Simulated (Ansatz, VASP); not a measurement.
**Two plane-wave programs on Sc**

```xyz
2
Lattice="-2.7666 2.7666 1.5368 2.7666 -2.7666 1.5368 2.7666 2.7666 -1.5368" Properties=species:S:1:pos:R:3 pbc="T T T"
Sc    0.0000    0.0000    0.0000
Sc    0.0000    2.7666    0.7684
```

Alike in both runs: functional PBEsol; k mesh 20 × 20 × 20; occupations gaussian, width 0.1 eV; no spin polarisation.

Ansatz relaxed the structure, and its values are those at the end. VASP's run is a single point on that final structure, the one shown.

```csv
,VASP,Ansatz
version,VASP 6.6.1,Ansatz 0.2.0
potentials or method,"VASP PAW PBE potentials, release 64 (Sc_sv)","scalar-relativistic, plane waves, PAW"
plane-wave cutoff (eV),520,420
valence electrons in the cell,22,22
```

|  | VASP | Ansatz | Ansatz less VASP |
| --- | --- | --- | --- |
| gap on the k mesh at the Fermi level (eV) | none | none | - |
| pressure (GPa) | 0.0 | 0.0 | -0.02 |

A gap of «none» marks a metal or a gap that the smearing closes.

Caveats: the PAW data sets were made with another functional, which shifts forces and pressure a little (VASP).
